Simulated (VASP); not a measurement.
# Si (Fd-3m) in VASP: band structure with HSE06

Aim: the band structure of Si with HSE06.

Everything below comes from runs of VASP 6.6.1. Logs are shortened: lines on timing, memory, paths and dates and some standing lists are left out, and cuts for length are marked.

## (1) The structure

It takes space group Fd-3m (No. 227, cubic). The conventional cell has a = 5.427 Å, b = 5.427 Å, c = 5.427 Å, α = 90.00°, β = 90.00°, γ = 90.00°. Around Si (site symmetry -43m) lie 4 Si at 2.35 Å.

## (2) Band structure, HSE06

POSCAR

```
Si
1.0
    0.0000000000      2.7135600000      2.7135600000
    2.7135600000      0.0000000000      2.7135600000
    2.7135600000      2.7135600000      0.0000000000
Si
2
Direct
    0.7500000000      0.7500000000      0.7500000000
    0.5000000000      0.5000000000      0.5000000000
```

INCAR.step1

```
  PREC = Accurate
  ENCUT = 520
  EDIFF = 1E-5
  ISMEAR = 0
  SIGMA = 0.02
  LREAL = F
  LASPH = T
  NELM = 60
  ALGO = Normal
  ISIF = 2
  LWAVE = T
  LCHARG = F
  NBANDS = 11
  KPAR = 4
  GGA = PE
```

INCAR.step2

```
  PREC = Accurate
  ENCUT = 520
  EDIFF = 1E-7
  ISMEAR = 0
  SIGMA = 0.02
  LREAL = F
  LASPH = T
  NELM = 60
  ALGO = Normal
  ISIF = 2
  LWAVE = F
  LCHARG = F
  GGA = PE
  LHFCALC = T
  HFSCREEN = 0.2
  PRECFOCK = Fast
  NBANDS = 11
  KPAR = 4
  ISTART = 1
```

KPOINTS

```
regular mesh
0
Gamma
  6 6 6
```

KPOINTS_OPT

```
path GXWKGLUWLK,UX
10
line-mode
reciprocal
 0.0000000000  0.0000000000  0.0000000000  G
 0.5000000000  0.0000000000  0.5000000000  X

 0.5000000000  0.0000000000  0.5000000000  X
 0.5000000000  0.2500000000  0.7500000000  W

 0.5000000000  0.2500000000  0.7500000000  W
 0.3750000000  0.3750000000  0.7500000000  K

 0.3750000000  0.3750000000  0.7500000000  K
 0.0000000000  0.0000000000  0.0000000000  G

 0.0000000000  0.0000000000  0.0000000000  G
 0.5000000000  0.5000000000  0.5000000000  L

 0.5000000000  0.5000000000  0.5000000000  L
 0.6250000000  0.2500000000  0.6250000000  U

 0.6250000000  0.2500000000  0.6250000000  U
 0.5000000000  0.2500000000  0.7500000000  W

 0.5000000000  0.2500000000  0.7500000000  W
 0.5000000000  0.5000000000  0.5000000000  L

 0.5000000000  0.5000000000  0.5000000000  L
 0.3750000000  0.3750000000  0.7500000000  K

 0.6250000000  0.2500000000  0.6250000000  U
 0.5000000000  0.0000000000  0.5000000000  X
```

Potentials or basis: VASP PAW PBE potentials, release 64 (Si).

Run with:

```sh
cat potpaw_PBE.64/Si/POTCAR > POTCAR
cp INCAR.step1 INCAR
mpirun -np 4 vasp_std > vasp.out
cp INCAR.step2 INCAR
mpirun -np 4 vasp_std > vasp.out
```

OUTCAR:

```text
PREC = Accurate
   ENCUT = 520
   EDIFF = 1E-7
   ISMEAR = 0
   LREAL = F
   LASPH = T
   NELM = 60
   ISIF = 2
   GGA = PE
   LHFCALC = T
   HFSCREEN = 0.2
   PRECFOCK = Fast
   ISTART = 1

 ion  position               nearest neighbor table
   1  0.750  0.750  0.750-   2 2.35   2 2.35   2 2.35   2 2.35
   2  0.500  0.500  0.500-   1 2.35   1 2.35   1 2.35   1 2.35

  LATTYP: Found a face centered cubic cell.
 ALAT       =     5.4271200000

  Lattice vectors:

 A1 = (   0.0000000000,   2.7135600000,   2.7135600000)
 A2 = (   2.7135600000,   0.0000000000,   2.7135600000)
 A3 = (   2.7135600000,   2.7135600000,   0.0000000000)

Analysis of symmetry for initial positions (statically):
=====================================================================
 Subroutine PRICEL returns:
 Original cell was already a primitive cell.

 Routine SETGRP: Setting up the symmetry group for a
 face centered cubic supercell.

 Subroutine GETGRP returns: Found 48 space group operations
 (whereof 24 operations were pure point group operations)
 out of a pool of 48 trial point group operations.

The static configuration has the point symmetry T_d .
 The point group associated with its full space group is O_h .

Analysis of symmetry for dynamics (positions and initial velocities):
=====================================================================
 Subroutine PRICEL returns:
 Original cell was already a primitive cell.

 Routine SETGRP: Setting up the symmetry group for a
 face centered cubic supercell.

 Subroutine GETGRP returns: Found 48 space group operations
 (whereof 24 operations were pure point group operations)
 out of a pool of 48 trial point group operations.

The dynamic configuration has the point symmetry T_d .
 The point group associated with its full space group is O_h .

 Subroutine INISYM returns: Found 48 space group operations
 (whereof 24 operations are pure point group operations),
 and found     1 'primitive' translations

----------------------------------------------------------------------------------------

                                     Primitive cell

  volume of cell :      39.9621

  direct lattice vectors                    reciprocal lattice vectors
     0.000000000  2.713560000  2.713560000    -0.184259792  0.184259792  0.184259792
     2.713560000  0.000000000  2.713560000     0.184259792 -0.184259792  0.184259792
     2.713560000  2.713560000  0.000000000     0.184259792  0.184259792 -0.184259792

  length of vectors
     3.837553354  3.837553354  3.837553354     0.319147321  0.319147321  0.319147321

  position of ions in fractional coordinates (direct lattice)
     0.750000000  0.750000000  0.750000000
     0.500000000  0.500000000  0.500000000

  ion indices of the primitive-cell ions
   primitive index   ion index
                 1           1
                 2           2

----------------------------------------------------------------------------------------

 KPOINTS: regular mesh

Automatic generation of k-mesh.
 Grid dimensions read from file:
 generate k-points for:    6    6    6

 Generating k-lattice:

  Cartesian coordinates                     Fractional coordinates (reciprocal lattice)
    -0.030709965  0.030709965  0.030709965     0.166666667  0.000000000  0.000000000
     0.030709965 -0.030709965  0.030709965     0.000000000  0.166666667  0.000000000
     0.030709965  0.030709965 -0.030709965     0.000000000  0.000000000  0.166666667

  Length of vectors
     0.053191220  0.053191220  0.053191220

  Shift w.r.t. Gamma in fractional coordinates (k-lattice)
     0.000000000  0.000000000  0.000000000

 Subroutine IBZKPT returns following result:
 ===========================================

 Found     16 irreducible k-points:

 Following reciprocal coordinates:
            Coordinates               Weight
  0.000000  0.000000  0.000000      1.000000
  0.166667  0.000000  0.000000      8.000000
  0.333333  0.000000  0.000000      8.000000
  0.500000  0.000000  0.000000      4.000000
  0.166667  0.166667  0.000000      6.000000
  0.333333  0.166667  0.000000     24.000000
[... 8 lines left out ...]
 -0.333333  0.333333  0.166667     24.000000
 -0.333333  0.500000  0.166667     12.000000
   k-points           NKPTS =     16   k-points in BZ     NKDIM =    216   number of bands    NBANDS=     11
   number of dos      NEDOS =    301   number of ions     NIONS =      2
   total plane-waves  NPLWV =  27000
   dimension x,y,z NGX =    30 NGY =   30 NGZ =   30
   dimension x,y,z NGXF=    60 NGYF=   60 NGZF=   60
   ions per type =               2
   NGX,Y,Z   is equivalent  to a cutoff of  13.00, 13.00, 13.00 a.u.
   NGXF,Y,Z  is equivalent  to a cutoff of  25.99, 25.99, 25.99 a.u.
 SYSTEM =  unknown system
   PREC   = accura    normal or accurate (medium, high low for compatibility)
   ISTART =      1    job   : 0-new  1-cont  2-samecut
   ICHARG =      0    charge: 1-file 2-atom 10-const
   ISPIN  =      1    spin polarized calculation?
   LNONCOLLINEAR =      F non collinear calculations
   LSORBIT =      F    spin-orbit coupling
   LASPH  =      T    aspherical Exc in radial PAW
   ENCUT  =  520.0 eV  38.22 Ry    6.18 a.u.   7.14  7.14  7.14*2*pi/ulx,y,z
   NELM   =     60;   NELMIN=  2; NELMDL=  0     # of ELM steps
   EDIFF  = 0.1E-06   stopping-criterion for ELM
   LREAL  =      F    real-space projection
   EDIFFG = 0.1E-05   stopping-criterion for IOM
   NSW    =      0    number of steps for IOM
   IBRION =     -1    ionic relax: 0-MD 1-quasi-New 2-CG
   NFREE  =      0    steps in history (QN), initial steepest desc. (CG)
   ISIF   =      2    stress and relaxation
   ISYM   =      3    0-nonsym 1-usesym 2-fastsym
   POTIM  = 0.5000    time-step for ionic-motion
   TEBEG  =    0.0;   TEEND  =   0.0 temperature during run
   PSTRESS=    0.0 pullay stress
   NELECT =       8.0000    total number of electrons
   NUPDOWN=      -1.0000    fix difference up-down
   EMIN   =  10.00;   EMAX   =-10.00  energy-range for DOS
   EFERMI =   0.00;   METHOD = LEGACY
   ISMEAR =     0;   SIGMA  =   0.02  broadening in eV -4-tet -1-fermi 0-gaus
   EFERMI_NEDOS =   21; number of points for ismear=-14 and -15
   IALGO  =     38    algorithm
   IMIX   =      1    mixing-type and parameters
     AMIX     =   0.40;   BMIX     =  1.00
     AMIX_MAG =   1.60;   BMIX_MAG =  1.00
  volume/ion in A,a.u.               =      19.98       134.84
  Fermi-wavevector in a.u.,A,eV,Ry     =   0.957684  1.809760 12.478691  0.917158
  Thomas-Fermi vector in A             =   2.086724
   LORBIT       =      0    0 simple, 1 ext, 2 COOP (PROOUT), +10 PAW based schemes
   GGA     = PE    functional components
   LHFCALC =     T    Hartree Fock is set to
   PRECFOCK=fast      Normal, Fast or Accurate (Low or Medium for compatibility)
   ENCUT4O =  -1.0   cutoff for four orbital integrals eV
   NKREDX  =     1    reduce k-point grid by
   NKREDY  =     1    reduce k-point grid by
   NKREDZ  =     1    reduce k-point grid by
   AEXX    =    0.2500 exact exchange contribution
   HFSCREEN=    0.2000 screening length (either q_TF or 0.3 A-1)
   HFSCREENC=   0.2000 screening length for correlation (either q_TF or 0.3 A-1)
   ENCUTFOCK=  -1.0 apply spherical cutoff to Coloumb kernel
   IVDW    =     0    specifies the selected vdW correction
   LEPSILON=     F    determine dielectric tensor
   LRPA    =     F    only Hartree local field effects (RPA)
 non-spin polarized calculation
 Gauss-broadening in eV      SIGMA  =   0.02
  energy-cutoff  :      520.00
  volume of cell :       39.96
 maximum number of plane-waves:      1090
 NGX is ok and might be reduce to    30
  NGX = 16; NGY = 16; NGZ = 16

 number of electron       8.0000000 magnetization

 Free energy of the ion-electron system (eV)
  ---------------------------------------------------
  ext. energy  EPLUGINS =         0.00000000
  ---------------------------------------------------
  free energy    TOTEN  =       -12.56750226 eV

  energy without entropy =      -12.56750226  energy(sigma->0) =      -12.56750226

 E-fermi :   5.5922     XC(G=0):  -7.8409

 val. band max:        5.4865604379   @ k =   0.0000   0.0000   0.0000
 cond. band min:       6.7908422990   @ k =   0.5000   0.5000   0.0000
 fundamental gap:      1.3042818611
 Fermi energy:         5.5922193119

 k-point     1 :       0.0000    0.0000    0.0000
  band No.  band energies     occupation
      1      -7.8249      2.00000
      2       5.4866      2.00000
      3       5.4866      2.00000
      4       5.4866      2.00000
      5       8.8312      0.00000
      6       8.8312      0.00000
      7       8.8312      0.00000
      8       9.8549      0.00000
      9      14.2946      0.00000
     10      14.2946      0.00000
     11      14.3116      0.00000

 k-point     2 :       0.1667    0.0000    0.0000
  band No.  band energies     occupation
      1      -7.4237      2.00000
      2       2.9253      2.00000
      3       5.0120      2.00000
      4       5.0120      2.00000
      5       8.6230      0.00000
      6       9.5206      0.00000
      7       9.5206      0.00000
      8      11.9826      0.00000
      9      13.5889      0.00000
     10      13.5889      0.00000
     11      15.5336      0.00000

 k-point     3 :       0.3333    0.0000    0.0000
  band No.  band energies     occupation
      1      -6.2928      2.00000
      2      -0.3974      2.00000
      3       4.3989      2.00000
      4       4.3989      2.00000
      5       7.9964      0.00000
      6       9.8301      0.00000
      7       9.8301      0.00000
      8      14.3740      0.00000
      9      14.5708      0.00000
     10      14.5708      0.00000
     11      15.7014      0.00000
[... 155 lines left out ...]
 k-point    15 :      -0.3333    0.3333    0.1667
  band No.  band energies     occupation
      1      -4.1702      2.00000
      2      -2.0994      2.00000
      3       1.1062      2.00000
      4       2.4859      2.00000
      5       9.5872      0.00000
      6       9.8896      0.00000
      7      12.5656      0.00000
      8      13.1011      0.00000
      9      14.1996      0.00000
     10      17.9334      0.00000
     11      18.7972      0.00000

 k-point    16 :      -0.3333    0.5000    0.1667
  band No.  band energies     occupation
      1      -3.0598      2.00000
      2      -3.0598      2.00000
      3       1.5069      2.00000
      4       1.5069      2.00000
      5       8.9652      0.00000
      6       8.9652      0.00000
      7      13.3349      0.00000
      8      13.3349      0.00000
      9      17.4192      0.00000
     10      17.4192      0.00000
     11      19.8528      0.00000

------------------------ aborting loop because EDIFF is reached ----------------------------------------

  FORCE on cell =-STRESS in cart. coord.  units (eV):
  Direction    XX          YY          ZZ          XY          YZ          ZX
  --------------------------------------------------------------------------------------
  -------------------------------------------------------------------------------------
  Total        0.0996397      0.0996397      0.0996397     -0.0000000     -0.0000000     -0.0000000
  in kB        3.9947963      3.9947963      3.9947963     -0.0000000     -0.0000000     -0.0000000
  external PRESSURE =       3.9947963 kB  Pullay stress =       0.0000000 kB

 VOLUME and BASIS-vectors are now :
 -----------------------------------------------------------------------------
  energy-cutoff  :      520.00
  volume of cell :       39.96
      direct lattice vectors                 reciprocal lattice vectors
     0.000000000  2.713560000  2.713560000    -0.184259792  0.184259792  0.184259792
     2.713560000  0.000000000  2.713560000     0.184259792 -0.184259792  0.184259792
     2.713560000  2.713560000  0.000000000     0.184259792  0.184259792 -0.184259792

 POSITION                                       TOTAL-FORCE (eV/Angst)
 -----------------------------------------------------------------------------------
      4.07034      4.07034      4.07034        -0.000000     -0.000000     -0.000000
      2.71356      2.71356      2.71356         0.000000      0.000000      0.000000
 -----------------------------------------------------------------------------------
    total drift:                               -0.000000     -0.000000     -0.000000

  FREE ENERGIE OF THE ION-ELECTRON SYSTEM (eV)
  ---------------------------------------------------
  free  energy   TOTEN  =       -12.5675022638 eV

  energy  without entropy=      -12.5675022638  energy(sigma->0) =      -12.56750226
```

Run time: 4.5 min. Hardware: 4 MPI ranks of Intel Xeon Platinum 8488C (Sapphire Rapids), shared host; peak memory 0.32 GiB.

What came out:

```
Free energy             : -12.5675 eV
Pressure                : 0.4 GPa
Band gap on the k mesh  : 1.30 eV, indirect (least direct gap 3.34 eV)
Band gap along the path : 1.17 eV, indirect (least direct gap 3.34 eV)
```

Levels at the corners of the path, in eV from the valence-band top:
```
point  band 2  band 3  band 4  band 5  band 6  band 7
    Γ    0.00    0.00    0.00    3.34    3.34    3.34
    X   -8.68   -3.14   -3.14    1.30    1.30   11.53
    X   -8.68   -3.14   -3.14    1.30    1.30   11.53
    W   -8.50   -4.21   -4.21    5.07    5.07    6.01
    W   -8.50   -4.21   -4.21    5.07    5.07    6.01
    K   -8.02   -4.71   -2.66    1.84    4.96    8.66
    K   -8.02   -4.71   -2.66    1.84    4.96    8.66
    Γ    0.00    0.00    0.00    3.34    3.34    3.34
    Γ    0.00    0.00    0.00    3.34    3.34    3.34
    L   -7.73   -1.31   -1.31    2.27    4.16    4.16
    L   -7.73   -1.31   -1.31    2.27    4.16    4.16
    U   -8.02   -4.71   -2.66    1.84    4.96    8.66
    U   -8.02   -4.71   -2.66    1.84    4.96    8.66
    W   -8.50   -4.21   -4.21    5.07    5.07    6.01
    W   -8.50   -4.21   -4.21    5.07    5.07    6.01
    L   -7.73   -1.31   -1.31    2.27    4.16    4.16
    L   -7.73   -1.31   -1.31    2.27    4.16    4.16
    K   -8.02   -4.71   -2.66    1.84    4.96    8.66
    U   -8.02   -4.71   -2.66    1.84    4.96    8.66
    X   -8.68   -3.14   -3.14    1.30    1.30   11.53
```

Caveat: the PAW data sets were made with another functional, which shifts forces and pressure a little; the mesh misses the band edges, which the band path finds closer together.
